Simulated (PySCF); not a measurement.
Structure elucidation problem

Molecular formula: C4H8. Simulated spectra:

$^{1}$H NMR (500 MHz, computed): δ 2.10 (s, 8H).

$^{13}$C{$^{1}$H} NMR (computed): δ 21.2 (CH2).

- J: B3LYP/pcJ-1 (without the spin–dipole term)
- coordinates at the GFN2-xTB level
- σ from GIAO-PBE0/pcSseg-1
- code: PySCF 2.14
- relativity neglected, one conformer, one averaged value for each set of equivalent atoms, in vacuum

δ = σ(ref) − σ, references computed at the same level: $^{1}$H (σref 31.72), $^{13}$C (σref 186.93) vs TMS.

**Question.** Which candidate is it?
A. C=C(C)C
B. C=CCC
C. CC1CC1
D. C/C=C\C
E. C1CCC1

**Answer.** E. 

The formula gives 1 degree of unsaturation (1 ring in the answer). 1 carbon signal for 4 carbons: some carbons are equivalent by symmetry or fast rotation. Carbon types of the structure: 4 × CH2, which accounts for all hydrogens. δC 21.2: sp3 CH2 in a ring; a saturated carbon with 2 carbon neighbours and no heteroatom attached. δH 2.10: hydrogen on an sp3 CH2 in a ring.

The others: C=C(C)C would give 3 carbon signals, not 1; C/C=C\C would give 2 carbon signals, not 1; CC1CC1 would give 3 carbon signals, not 1; C=CCC would give 4 carbon signals, not 1.

Shifts are as computed. Against solution values, carbons near 30 ppm lie about +3 ppm off and those near 130 ppm about +5 ppm. Of 1211 compounds with measured shifts, 218 miss one by over three times the rms of a fit or turn the order of signals round; such compounds aren't used in these exercises.
